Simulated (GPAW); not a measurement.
The system is CoO.

```
Co O
1.0
     0.00000    2.13150    2.13150
     2.13150    0.00000    2.13150
     2.13150    2.13150    0.00000
Co O
1 1
Direct
  0.00000 0.00000 0.00000
  0.50000 0.50000 0.50000
```

| Quantity | Value |
| --- | --- |
| Program | GPAW 26.7.0 |
| Task | relaxation of cell and atoms |
| Functional | BLYP |
| Potentials or basis | PAW data sets generated in the run's folder for this functional |
| Cutoff | 800 eV |
| Basis | pw |
| k mesh | 11 × 11 × 11 |
| Occupations | fermi-dirac, width 0.05 eV |
| Spin | collinear spin, ferromagnetic start |
| Starting moments | [2.0, 0.0] μB |

At the start: pressure 5.3 GPa; volume 9.68 Å³/atom.

**Question.** How do energy, volume and symmetry change on relaxing?

**Answer.** Over 3 steps the energy falls by 5.7 meV/atom and the volume is 9.99 Å³/atom (+3.2 %); space group Fm-3m (No. 225, to 0.05 Å); moment 2.89 μB per cell.

Step by step:
| step | energy change (eV) | largest force (eV/Å) | pressure (GPa) | volume (Å³) |
| --- | --- | --- | --- | --- |
| 1 | 0.0000 | 0.0000 | 5.30 | 19.37 |
| 2 | -0.0043 | 0.0000 | 4.11 | 19.50 |
| 3 | -0.0114 | 0.0000 | 0.10 | 19.98 |

Final structure:
```
Co O
1.0
     0.00000    2.15388    2.15388
     2.15388    0.00000    2.15388
     2.15388    2.15388    0.00000
Co O
1 1
Direct
  0.00000 0.00000 0.00000
  0.50000 0.50000 0.50000
```

Caveat: each step starts from the last one's moments, so a moment once lost doesn't come back; later steps reuse the first step's grids; a cell with one magnetic atom can't hold antiferromagnetic order, which such compounds often take.
